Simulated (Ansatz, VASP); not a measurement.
# TaInS3 in two plane-wave programs, part 2 of 2

One calculation is typed for both programs; each brings its own data sets. How far apart do they land? The cell is generated by rule, not measured, and may not be a known phase. The cell is taken from a series of runs on this material, whose earlier steps may have relaxed, scaled, displaced or heated it; both programs get it as it stands.

VASP 6.6.1 and Ansatz 0.2.0.

So far: Set-up; VASP: relaxation of cell and atoms, PBE.

The structure was built from a prototype and need not be the compound's stable phase.

**3. Ansatz: relaxation of cell and atoms, PBE**

Level of this step: Ansatz beside VASP: Kohn-Sham DFT, plane waves, PBE (Ansatz).

Ansatz runs on its PAW soft_1 files.

The same cell, functional, mesh and smearing now go to Ansatz, which takes its cutoff from its data sets.

File input.yaml:

```yaml
crystal:
  lattice:
    - [4.8575955774, 4.8575955774, 0.0]
    - [4.8575955774, 0.0, 4.8575955774]
    - [4.8575955774, 0.0, -4.8575955774]
  atoms:
    - { symbol: In, position: [0.0, 0.0, 1.0] }
    - { symbol: In, position: [0.0, 0.5, 0.5] }
    - { symbol: Ta, position: [0.5, 0.25, 0.75] }
    - { symbol: Ta, position: [0.5, 0.75, 0.25] }
    - { symbol: S, position: [0.5, -0.0020586317, 1.0020586317] }
    - { symbol: S, position: [0.5, 0.5020586317, 0.4979413683] }
    - { symbol: S, position: [-0.0082345266, 0.0041172633, 0.5041172633] }
    - { symbol: S, position: [0.0082345266, 0.4958827367, -0.0041172633] }
    - { symbol: S, position: [0.5, -0.0020586317, 0.4979413683] }
    - { symbol: S, position: [0.5, 0.5020586317, 0.0020586317] }
kpoints:
  mp_grid: { grid: [8, 8, 8] }
hamiltonian:
  xc: pbe
  pseudopotentials: { kind: paw, azcp: { folder: soft_1 } }
scf:
  occupations: { method: methfessel_paxton, width: 0.2 }
output:
  forces: true
  stress: true
  eigenvalues: true
relax:
  adjacent_minimum: "off"
  f_tol: 0.002
  max_steps: 120
  cell: { stress_tol: 0.03 }
```

Command:

```
$ ansatz run input.yaml --threads 4 --pin off --max-ram 16384MiB --backend cpu --events-out ev --progress --plain --runs-dir out
```

Numbers of over 12 decimals in the logs are rounded to 6 here.

What it wrote:

```text
Engine: ansatz 0.2.0, aarch64-unknown-linux-gnu
Pseudopotentials: kind: paw
Pseudopotential: In, paw, valence charge 13, recommended cutoff 420 eV (normal), soft_1/In.paw.azcp
Pseudopotential: Ta, paw, valence charge 13, recommended cutoff 420 eV (normal), soft_1/Ta.paw.azcp
Pseudopotential: S, paw, valence charge 6, recommended cutoff 420 eV (normal), soft_1/S.paw.azcp
Functional definition: PBE
  parameter kappa = 0.804
  parameter beta = 0.066725
  exchange = pbe_x(kappa = kappa, mu = beta*pi^2/3)
  correlation = pbe_c(beta = beta)
Crystal: 10 atoms, lattice volume = 229.242 Å³
Basis set: ecut = 420 eV, 4477 PW (Γ), exchange–correlation on 96×96×96 points (8 copies of the dense FFT grid, shifted against one another)
Bands: 54, of which v1, the nominal top of the filled ones, is band 44 counted from 1 (43 counted from 0)
Symmetry: 16 space group operations
Space group: I4/mmm (ITA 139), of the structure as read, at distance tolerance 6.1e-5 Å
k-points: 59 of 512
Non-local potential: In, projectors of the file, l = 0: 2, l = 1: 2, l = 2: 2, l = 3: 1
Non-local potential: Ta, projectors of the file, l = 0: 3, l = 1: 2, l = 2: 2, l = 3: 1
Non-local potential: S, projectors of the file, l = 0: 2, l = 1: 2, l = 2: 1
PAW form: soft (Blöchl's): semilocal exchange-correlation on the pseudo side does not see the compensation charge
PAW one-centre angular grid: In, 590 points (default); XC on 64 Gauss nodes
PAW one-centre angular grid: Ta, 590 points (default); XC on 64 Gauss nodes
PAW one-centre angular grid: S, 110 points (default); XC on 64 Gauss nodes
Initial density: superposition of atomic densities (chi_scale 0.1, normalization cell, long waves kept (reshape's long-wave potential 0.00 eV rms))
Initial wavefunctions: pseudopotential atomic-orbital guess
Functional: x = pbe(κ = 0.804, μ = 0.219515), c = pbe(β = 0.066725)
SCF iter   1: F=—  HF=-36480.860096 eV  |F-HF|=—  |Δ(HF+E_count)|=         —  Δρ=2.58e-2  dr2=1.42e0  ethr=3.10e-3  ⟨swp⟩=6.3  Hψ=12595  notcnv=0
preconditioner: auto → Kerker (q_TF=auto, 2.326 Å⁻¹)  [metal: Δε(μ)=0.078 eV  Ē_g=9.823 eV  σ=0.200 eV  W_gap=0.32  n_scr=58 (ndim 8)  ℏωp=20.8 eV  f_vac=0.000  D(μ)=2.96/eV (n_scr^D=14)]
SCF iter   2: F=—  HF=-36480.599460 eV  |F-HF|=—  |Δ(HF+E_count)|=   2.61e-1  S|Δr|=    0.00e0  Δρ=1.56e-2  dr2=5.92e-1  ethr=1.62e-3  ⟨swp⟩=1.0  Hψ=3719  notcnv=0  defer=3
SCF iter   3: F=—  HF=-36480.468049 eV  |F-HF|=—  |Δ(HF+E_count)|=   1.31e-1  S|Δr|=    0.00e0  Δρ=3.52e-3  dr2=4.98e-2  ethr=6.72e-4  ⟨swp⟩=2.0  Hψ=4240  notcnv=0  defer=3
SCF iter   4: F=—  HF=-36480.464296 eV  |F-HF|=—  |Δ(HF+E_count)|=   3.75e-3  S|Δr|=    0.00e0  Δρ=1.29e-3  dr2=8.25e-3  ethr=5.66e-5  ⟨swp⟩=2.3  Hψ=5475  notcnv=0  defer=65
SCF iter   5: F=—  HF=-36480.464975 eV  |F-HF|=—  |Δ(HF+E_count)|=   6.79e-4  S|Δr|=    0.00e0  Δρ=4.69e-4  dr2=1.39e-3  ethr=9.37e-6  ⟨swp⟩=2.0  Hψ=4105  notcnv=0  defer=65
SCF iter   6: F=—  HF=-36480.465099 eV  |F-HF|=—  |Δ(HF+E_count)|=   1.24e-4  S|Δr|=    0.00e0  Δρ=1.31e-4  dr2=4.15e-5  ethr=1.58e-6  ⟨swp⟩=2.0  Hψ=4224  notcnv=0  defer=86
SCF iter   7: F=—  HF=-36480.465038 eV  |F-HF|=—  |Δ(HF+E_count)|=   6.09e-5  S|Δr|=    0.00e0  Δρ=2.66e-5  dr2=1.85e-6  ethr=4.71e-8  ⟨swp⟩=2.1  Hψ=4734  notcnv=0  defer=120
SCF iter   8: F=—  HF=-36480.465039 eV  |F-HF|=—  |Δ(HF+E_count)|=   1.43e-6  S|Δr|=    0.00e0  Δρ=6.43e-6  dr2=1.24e-7  ethr=2.10e-9  ⟨swp⟩=2.0  Hψ=4819  notcnv=0  defer=120
SCF iter   9: F=-36480.465039 eV  HF=-36480.465039 eV  |F-HF|=1.80e-9  |Δ(HF+E_count)|=   5.78e-8  S|Δr|=    0.00e0  Δρ=1.37e-6  dr2=5.21e-9  ethr=1.14e-10  ⟨swp⟩=12.2  Hψ=14177  notcnv=0
SCF 1 converged in 9 iterations: F = -36480.465039 eV  dr2 = 5.21e-9
  greatest PAW one-centre occupation: 0.999 electrons in one spin orbital (limit 2), on the Ta atom at site 3 (counted from 0), in its partial waves of l = 0
relax step   1: F+E_penalty+E_count = -36480.46503938 eV  Δ(F+E_penalty+E_count) = +0.000e0 eV  max|allowed force component| = 4.137e-2 eV/Å  Δτ_max = 0.0000 Å  P = +0.037 GPa  Ω = 229.242 Å³  (9 SCF iters, dr2 threshold 1.00e-7 eV, accepted)
[...]
relax step   8: F+E_penalty+E_count = -36480.46574891 eV  Δ(F+E_penalty+E_count) = -1.753e-5 eV  max|allowed force component| = 1.074e-4 eV/Å  Δτ_max = 0.0008 Å  P = +0.000 GPa  Ω = 229.492 Å³  energy of the carried Pulay correction = -3.432e-5 eV  (9 SCF iters, accepted)
[...]
relax step   9: F+E_penalty+E_count = -36480.46578299 eV  Δ(F+E_penalty+E_count) = -3.407e-5 eV  max|allowed force component| = 1.063e-4 eV/Å  Δτ_max = 0.0000 Å  P = +0.000 GPa  Ω = 229.492 Å³  stress off target by 1.45e-4 GPa  SCF on the basis re-selected at this cell (its energy is not comparable with the rows above)  (4 SCF iters)
basis re-selected at this cell: Δ(F+E_penalty+E_count) = -3.407e-5 eV, ΔP = +0.000 GPa vs the last step (what re-selecting the basis moved, of the pressure what is left beyond the Pulay correction that the steps carried, after the strain that the cell walked since its last selection, with what the two solves' SCF thresholds leave and, on support functions, any second-order correction that the steps lacked; it is no m [...]
SCF converged after 4 iterations
Stability not checked: this state was not tested for a lower state beside it, because cold or Methfessel-Paxton smearing, or corrected tetrahedra, fill the levels in a way that the test cannot read (fill_not_monotonic; see scf.lower_state_search)
Free energy (F): -36480.465783 eV
Harris-Foulkes:  -36480.465783 eV  (|F-HF|=5.24e-10)
Internal energy: -36480.475179 eV  (E = F + TS)
E sigma→0 (E₀):  -36480.468132 eV
Entropy (-TS):   0.009396 eV (0.940 meV/atom)
Fermi energy:    7.661618 eV
--- Per-component energies (eV) ---
  E_band       = -558.690843
  E_kinetic    = 1837.487439
  E_local      = -5030.522698  (includes V_loc(G=0)·N_el)
  E_nonlocal   = 838.472630
  E_hartree    = 1866.547209
  E_xc         = -1460.958020
  E_vxc        = -1139.628026  (∫ρ·V_xc dr)
  E_paw        = -28665.913909  (= ΣΔE_a)
  E_vpaw       = -797.595103  (= ΣTr[D̂ρ^β])
  E_aug_tail   = 0.000473  (compensation charges beyond the density's cutoff)
  E_ewald      = -5865.588303
  E_smearing   = 0.009396  (= −TS)
  E_closure    = 0.000000  (closes the sum)
  Σ components = -36480.465783   (vs F -36480.465783, Δ=0.00e0)
--- Forces (eV/Å), atoms counted from 1 ---
  atom   1  In     0.00000000     0.00000000     0.00000000
  atom   2  In     0.00000000     0.00000000     0.00000000
  atom   3  Ta     0.00000000     0.00000000     0.00000000
  atom   4  Ta     0.00000000     0.00000000     0.00000000
  atom   5  S     -0.00000000    -0.00000000     0.00010626
  atom   6  S     -0.00000000    -0.00000000    -0.00010626
  atom   7  S      0.00000000    -0.00000876     0.00000000
  atom   8  S      0.00000000     0.00000876     0.00000000
  atom   9  S      0.00010626     0.00000000     0.00000000
  atom  10  S     -0.00010626     0.00000000     0.00000000
  max |Σ_I F_I| component: 8.69e-19 eV/Å
--- Stress (GPa, compression-positive) ---
        0.000142       0.000000       0.000000
        0.000000       0.000145       0.000000
        0.000000       0.000000       0.000142
  P = ⅓ Tr σ = 0.0001 GPa (0.001 kbar)
--- Band table (eV; the first three rows and the last of 59) ---
  k-point 0: bands = [... 40 lower, 6.8309, 7.1639, 7.1639, 7.2373, 7.7321, 7.7950, 7.7950, 9.6198, ... 6 higher]
  k-point 1: bands = [... 40 lower, 6.6700, 7.4470, 7.4555, 7.6270, 7.6387, 7.7996, 7.8143, 9.8702, ... 6 higher]
  k-point 2: bands = [... 40 lower, 6.5686, 7.3051, 7.3254, 7.4690, 8.1945, 8.2204, 8.2450, 9.5666, ... 6 higher]
  k-point 58: bands = [... 40 lower, 6.8209, 6.8209, 7.2909, 7.7249, 7.7820, 9.6686, 9.8607, 9.9460, ... 6 higher]
--- Relaxed structure (8 steps of the walk, 6 accepted, 1 SCFs on fresh bases) ---
  F+E_penalty+E_count = -36480.46578299 eV   max|allowed force component| = 1.063e-4 eV/Å   (the final SCF, on the basis selected at the relaxed cell)
  cell:  # Å, volume = 229.4923 Å³
    - [4.857615, 4.862863, 0]
    - [4.857615, 0, 4.857615]
    - [4.857615, 0, -4.857615]
  atoms:
    - { symbol: In, position: [0, 0.0, 1.0] }
    - { symbol: In, position: [0, 0.5, 0.5] }
    - { symbol: Ta, position: [0.5, 0.25, 0.75] }
    - { symbol: Ta, position: [0.5, 0.75, 0.25] }
    - { symbol: S, position: [0.5, -0.00255464, 1.002555] }
    - { symbol: S, position: [0.5, 0.502555, 0.497445] }
    - { symbol: S, position: [-0.010254, 0.00512719, 0.505127] }
    - { symbol: S, position: [0.010254, 0.494873, -0.00512719] }
    - { symbol: S, position: [0.5, -0.00255464, 0.497445] }
    - { symbol: S, position: [0.5, 0.502555, 0.00255464] }
```

**4. Differences**

Known differences besides the potentials themselves: the data sets hold 88 valence electrons in Ansatz (on its PAW soft_1 files) and 84 in VASP; the cutoff is 420 eV in Ansatz and 500 eV in VASP; Ansatz adds a Pulay correction to the stress that steers its cell, VASP none. Total energies have different zeros and are not compared.

Compared:

```
                                         quantity  Ansatz    VASP  difference
                                      volume (Å³)  229.49  229.42     +0.03 %
edge a after relaxation, in the typed setting (Å)   6.873   6.873     +0.00 %
edge b after relaxation, in the typed setting (Å)   6.870   6.868     +0.02 %
```

**5. Outcome**

```yaml
difference_in_volume_relaxation_of_cell_and_atoms_pbe: 0.032 %
```

**Reading.** The difference in volume is 0.032 % (relaxation of cell and atoms, PBE), within the 1.2 % picked in this series as the mark of a large difference, as far as the stopping tolerances let one tell. The data sets hold unlike numbers of valence electrons (88 in Ansatz and 84 in VASP), so part of the differences comes from the potentials. 1 further run of this series is not shown here. Such differences can come from data sets, numerical settings and the points named under the comparisons, not from the functional's error against experiment.

[Lines on the potential files, build, host, timing and source positions are cut from VASP's logs without a mark.]

[Logs are printed without paths, hosts, clocks, repeated set-up lines and the standing remarks that a program may print on its own settings, such as how far it seeks lower states.]

[Hosts, paths, dates, database ids (printed as entryN), source tags and the programs' standing remarks are cut or masked in the printed files.]
